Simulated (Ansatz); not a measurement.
# TiC (Fm-3m), symmetry broken, then relaxed

Computed with Ansatz, DFT PBEsol, scalar-relativistic, plane waves, PAW. Cutoff 420 eV, Γ-centred 14×14×14 k-points, Gaussian smearing of 0.15 eV. No spin polarisation. Energies are free energies at this smearing, counted from the undisturbed cell; pressure is positive in compression.

Reference structure (relaxed at this level):

```
CELL_PARAMETERS angstrom
0.00000 2.14669 2.14669
2.14669 0.00000 2.14669
2.14669 2.14669 0.00000
ATOMIC_POSITIONS crystal
Ti 0.00000 0.00000 0.00000
C 0.50000 0.50000 0.50000
```

The atoms are displaced (Å, in the unstrained cell):

```tsv
atom	ux	uy	uz
Ti1	0.010	0.010	0.006
C2	-0.010	-0.010	-0.006
```

Cell and atoms are then relaxed.

Task: Does the relaxation return to the undisturbed structure?

Result: Yes (up to a choice of domain or origin): same space group and volume, and an energy 0.0 meV/atom from it. The disturbance itself cost 2.4 meV/atom. The final space group reads Fm-3m (tolerance 0.05 Å) and the volume changes by -0.01 %.

Final structure:

```
CELL_PARAMETERS angstrom
-0.00004 2.14662 2.14662
2.14662 -0.00004 2.14662
2.14661 2.14661 -0.00003
ATOMIC_POSITIONS crystal
Ti 0.00000 0.00000 0.00000
C 0.50000 0.50000 0.50000
```

The relaxation, step by step (energy from the first step; small jumps at an unchanged geometry come where the plane waves are selected anew for the new cell):

```
step  ΔE (meV/atom) largest force component (eV/Å) pressure (GPa)
   1            0.0                           0.203            0.09
   2           -1.4                           0.128            0.05
   3           -2.4                           0.001           -0.06
   4           -2.4                           0.001           -0.06
   5           -2.4                           0.000           -0.01
   6           -2.4                           0.000           -0.01
```